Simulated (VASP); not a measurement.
Set up this calculation in VASP 6.6.1, as the native input.

| Quantity | Value |
| --- | --- |
| Task | band structure |
| Functional | LDA |
| Potentials or basis | VASP PAW LDA potentials, release 64 (Ga_d, As) |
| Cutoff | 300 eV |
| k mesh | 4 × 4 × 4 |
| Occupations | gaussian, width 0.02 eV |
| Spin | no spin polarisation |
| Further INCAR settings | ALGO = Normal; EDIFF = 1e-07 |

GaAs:

```xyz
2
Lattice="0.0000 2.8090 2.8090 2.8090 0.0000 2.8090 2.8090 2.8090 0.0000" Properties=species:S:1:pos:R:3 pbc="T T T"
Ga    0.0000    0.0000    0.0000
As    4.2135    4.2135    4.2135
```

The cell is a database's computed one.

One way to write it, as run:

POSCAR

```
GaAs                                    
1.0
    0.0000000000      2.8090145517      2.8090145517
    2.8090145517     -0.0000000000      2.8090145517
    2.8090145517      2.8090145517     -0.0000000000
  Ga              As            
     1     1
Direct
     0.0000000000000000    0.0000000000000000    0.0000000000000000
     0.7500000000000000    0.7500000000000000    0.7500000000000000
```

INCAR.step1

```
SYSTEM = GaAs
PREC     = Accurate       ! precision mode
ENCUT    = 300            ! plane-wave cutoff, eV
EDIFF    = 1E-7           ! SCF threshold, eV
ISMEAR   = 0              ! smearing method
SIGMA    = 0.02           ! smearing width, eV
LREAL    = .False.        ! projectors in reciprocal space
LASPH    = .True.         ! aspherical terms in the spheres
NELM     = 100            ! most SCF steps
ALGO     = Normal         ! electronic algorithm
ISIF     = 2              ! what is computed and relaxed
LWAVE    = .False.        ! write WAVECAR
LCHARG   = .True.         ! write CHGCAR
GGA      = CA             ! functional
```

KPOINTS.step1

```
Automatic mesh
0
Gamma
  4 4 4
  0 0 0
```

INCAR.step2

```
SYSTEM = GaAs
PREC     = Accurate       ! precision mode
ENCUT    = 300            ! plane-wave cutoff, eV
EDIFF    = 1E-7           ! SCF threshold, eV
ISMEAR   = 0              ! smearing method
SIGMA    = 0.05           ! smearing width, eV
LREAL    = .False.        ! projectors in reciprocal space
LASPH    = .True.         ! aspherical terms in the spheres
NELM     = 100            ! most SCF steps
ALGO     = Normal         ! electronic algorithm
ISIF     = 2              ! what is computed and relaxed
LWAVE    = .False.        ! write WAVECAR
LCHARG   = .False.        ! write CHGCAR
GGA      = CA             ! functional
ICHARG   = 11             ! starting density
```

KPOINTS.step2

```
path GXWKGLUWLK,UX
20
line-mode
reciprocal
 0.0000000000  0.0000000000  0.0000000000  G
 0.5000000000  0.0000000000  0.5000000000  X

 0.5000000000  0.0000000000  0.5000000000  X
 0.5000000000  0.2500000000  0.7500000000  W

 0.5000000000  0.2500000000  0.7500000000  W
 0.3750000000  0.3750000000  0.7500000000  K

 0.3750000000  0.3750000000  0.7500000000  K
 0.0000000000  0.0000000000  0.0000000000  G

 0.0000000000  0.0000000000  0.0000000000  G
 0.5000000000  0.5000000000  0.5000000000  L

 0.5000000000  0.5000000000  0.5000000000  L
 0.6250000000  0.2500000000  0.6250000000  U

 0.6250000000  0.2500000000  0.6250000000  U
 0.5000000000  0.2500000000  0.7500000000  W

 0.5000000000  0.2500000000  0.7500000000  W
 0.5000000000  0.5000000000  0.5000000000  L

 0.5000000000  0.5000000000  0.5000000000  L
 0.3750000000  0.3750000000  0.7500000000  K

 0.6250000000  0.2500000000  0.6250000000  U
 0.5000000000  0.0000000000  0.5000000000  X
```

Potentials or basis: VASP PAW LDA potentials, release 64 (Ga_d, As).

The run is started by

```bash
$ cat potpaw_LDA.64/Ga_d/POTCAR potpaw_LDA.64/As/POTCAR > POTCAR
$ cp INCAR.step1 INCAR
$ cp KPOINTS.step1 KPOINTS
$ mpirun -np 1 vasp_std > vasp.out
$ cp INCAR.step2 INCAR
$ cp KPOINTS.step2 KPOINTS
$ mpirun -np 1 vasp_std > vasp.out
```

Results of the run:

```
Band gap on the k mesh  : 0.46 eV, direct
Band gap along the path : 0.46 eV, direct
```

Caveat: the k mesh is coarse (spacing up to 0.48 Å⁻¹), so the values aren't converged; the log is that of the step along the path at fixed density, whose energy, stress, charges and moments have no meaning.

Wall time 43 s on 1 thread of AMD EPYC 7R43 64-Core Processor (Zen 3) (shared host), peak memory 0.13 GiB.
